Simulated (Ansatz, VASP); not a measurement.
## AgCl (Chlorargyrite): VASP beside Ansatz

File INCAR:

```
SYSTEM = AgCl
PREC = Accurate
ENCUT = 520
EDIFF = 1E-6
ISMEAR = -1
SIGMA = 0.05
LREAL = .False.
LASPH = .True.
NELM = 80
ALGO = Normal
ISIF = 2
LWAVE = .False.
LCHARG = .False.
GGA = PE
NBANDS = 16
```

The input KPOINTS:

```
regular mesh
0
Gamma
  7 7 7
  0 0 0
```

File POSCAR:

```
AgCl
1.0
    0.0000000000      2.6791680073      2.6791680073
    2.6791680073      0.0000000000      2.6791680073
    2.6791680073      2.6791680073      0.0000000000
Ag Cl
1 1
Direct
    0.0000000000      0.0000000000      0.0000000000
    0.5000000000      0.5000000000      0.5000000000
```

input.yaml

```yaml
crystal:
  lattice:
    - [0.0, 2.6791680073, 2.6791680073]
    - [2.6791680073, 0.0, 2.6791680073]
    - [2.6791680073, 2.6791680073, 0.0]
  atoms:
    - { symbol: Ag, position: [0.0, 0.0, 0.0] }
    - { symbol: Cl, position: [0.5, 0.5, 0.5] }
hamiltonian:
  xc: pbe
  pseudopotentials: { kind: paw }
kpoints:
  mp_grid: { grid: [7, 7, 7] }
scf:
  occupations: { method: fermi_dirac, width: 0.05 }
output:
  forces: true
  stress: true
  eigenvalues: true
  write_density: true
  write_potential: true
  elf: true
  volumetric_format: npy
```

Alike in both runs: task single point; functional PBE; k mesh 7 × 7 × 7; occupations fermi-dirac, width 0.05 eV; no spin polarisation.

```csv
,VASP,Ansatz
version,VASP 6.6.1,Ansatz 0.2.0
potentials or method,"VASP PAW PBE potentials, release 64 (Ag, Cl)",Ansatz PAW
plane-wave cutoff (eV),520,420
valence electrons in the cell,18,26
```

VASP gave:

| Quantity | Value |
| --- | --- |
| gap on the k mesh at the Fermi level (eV) | 1.00 |
| least direct gap on the mesh (eV) | 3.61 |
| pressure (GPa) | 8.2 |

Estimate Ansatz's values.

gap on the k mesh at the Fermi level (eV): 1.00; least direct gap on the mesh (eV): 3.62; pressure (GPa): 8.4.

The functional is the same, so the differences come from potentials, cutoffs and numerics. The two sets of potentials don't hold the same shells in valence.

Caveats: an odd mesh through Γ misses points on the zone boundary, where band edges often lie (VASP); odd divisions of the mesh miss points on the zone boundary, where band edges often lie, so the gap on the mesh can be too wide (Ansatz). A hybrid or GW would open this gap; PBE tends to underestimate it.
